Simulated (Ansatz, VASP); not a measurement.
# Two plane-wave programs on BN

The input INCAR:

```
SYSTEM = BN
  ALGO = Normal
  EDIFF = 1E-7
  ENCUT = 520
  GGA = PE
  ISIF = 2
  ISMEAR = 0
  LASPH = .True.
  LCHARG = .False.
  LREAL = .False.
  LWAVE = .False.
  NBANDS = 11
  NELM = 60
  PREC = Accurate
  SIGMA = 0.01
```

The input KPOINTS:

```
k-points
0
Gamma
  12 12 12
  0 0 0
```

Contents of POSCAR:

```
BN
1.0
    0.0000000000      1.8123266323      1.8123266323
    1.8123266323      0.0000000000      1.8123266323
    1.8123266323      1.8123266323      0.0000000000
B N
1 1
Direct
    0.0000000000      0.0000000000      0.0000000000
    0.7500000000      0.7500000000      0.7500000000
```

Input for Ansatz:

```yaml
crystal:
  lattice:
    - [0.0, 1.8123266323, 1.8123266323]
    - [1.8123266323, 0.0, 1.8123266323]
    - [1.8123266323, 1.8123266323, 0.0]
  atoms:
    - { symbol: B, position: [0.0, 0.0, 0.0] }
    - { symbol: "N", position: [0.75, 0.75, 0.75] }
basis:
  ecutwfc: 420
  xc_grid: 2
kpoints:
  mp_grid: { grid: [12, 12, 12] }
  band_path: { path: [VBM, CBM], npoints: 2 }
hamiltonian:
  xc: pbe
scf:
  occupations: { method: gaussian, width: 0.01 }
output:
  forces: true
  stress: true
  eigenvalues: true
```

Alike in both runs: task single point; functional PBE; k mesh 12 × 12 × 12; occupations gaussian, width 0.01 eV; no spin polarisation.

|  | VASP | Ansatz |
| --- | --- | --- |
| version | VASP 6.6.1 | Ansatz 0.2.0 |
| potentials or method | VASP PAW PBE potentials, release 64 (B, N) | scalar-relativistic, plane waves, PAW |
| plane-wave cutoff (eV) | 520 | 420 |
| valence electrons in the cell | 8 | 8 |

|  | VASP | Ansatz | Ansatz less VASP |
| --- | --- | --- | --- |
| gap on the k mesh at the Fermi level (eV) | 4.45 | 4.46 | +0.012 |
| least direct gap on the mesh (eV) | 8.78 | 8.79 | +0.011 |
| pressure (GPa) | 0.2 | 0.0 | -0.25 |

A k mesh can miss the band edges. PBE gaps usually lie below the measured ones, often by a third to a half.
